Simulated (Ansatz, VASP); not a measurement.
RbBr in VASP and in Ansatz

The input INCAR:

```
ALGO     = Normal         # electronic algorithm
EDIFF    = 1E-7           # SCF threshold, eV
ENCUT    = 520            # plane-wave cutoff, eV
GGA      = PS             # functional
ISIF     = 2              # what is computed and relaxed
ISMEAR   = 0              # smearing method
LASPH    = T              # aspherical terms in the spheres
LCHARG   = F              # write CHGCAR
LREAL    = F              # projectors in reciprocal space
LWAVE    = F              # write WAVECAR
NBANDS   = 15             # bands
NELM     = 100            # most SCF steps
PREC     = Accurate       # precision mode
SIGMA    = 0.05           # smearing width, eV
```

Contents of KPOINTS:

```
k-points
0
Gamma
  6 6 6
```

The input POSCAR:

```
RbBr
1.0
    4.0701688540      0.0000000000      0.0000000000
    0.0000000000      4.0701688540      0.0000000000
    0.0000000000      0.0000000000      4.0701688540
Rb Br
1 1
Direct
    0.0000000000     -0.0793829626     -0.0198457406
    0.5000000000      0.5849104822      0.5212276205
```

Input for Ansatz:

```yaml
crystal:
  lattice:
    - [4.070168854, 0.0, 0.0]
    - [0.0, 4.070168854, 0.0]
    - [0.0, 0.0, 4.070168854]
  atoms:
    - { symbol: Rb, position: [0.0, -0.0793829626, -0.0198457406] }
    - { symbol: Br, position: [0.5, 0.5849104822, 0.5212276205] }
basis:
  ecutwfc: 420
kpoints:
  mp_grid: { grid: [6, 6, 6] }
hamiltonian:
  xc: pbesol
scf:
  occupations: { method: gaussian, width: 0.05 }
output:
  forces: true
  stress: true
  eigenvalues: true
```

Change from the starting cell: mode 5 frozen in at -0.346 Å and mode 6 at -0.086 Å (largest displacements).

Alike in both runs: task single point; functional PBEsol; k mesh 6 × 6 × 6; occupations gaussian, width 0.05 eV; no spin polarisation.

|  | VASP | Ansatz |
| --- | --- | --- |
| version | VASP 6.6.1 | Ansatz 0.2.0 |
| potentials or method | VASP PAW PBE potentials, release 64 (Rb_sv, Br) | scalar-relativistic, plane waves, PAW |
| plane-wave cutoff (eV) | 520 | 420 |
| valence electrons in the cell | 16 | 16 |

```tsv
	VASP	Ansatz	Ansatz less VASP
gap on the k mesh at the Fermi level (eV)	4.11	4.11	+0.001
least direct gap on the mesh (eV)	4.26	4.26	+0.002
pressure (GPa)	2.8	2.7	-0.08
largest component of the traceless stress (GPa)	1.30	1.28	-0.018
rms of the force components (eV/Å)	0.457	0.450	-0.0076
```

Atom by atom the forces differ by 0.008 eV/Å (rms over components).

Caveats: the PAW data sets were made with another functional, which shifts forces and pressure a little (VASP). A k mesh can miss the band edges.
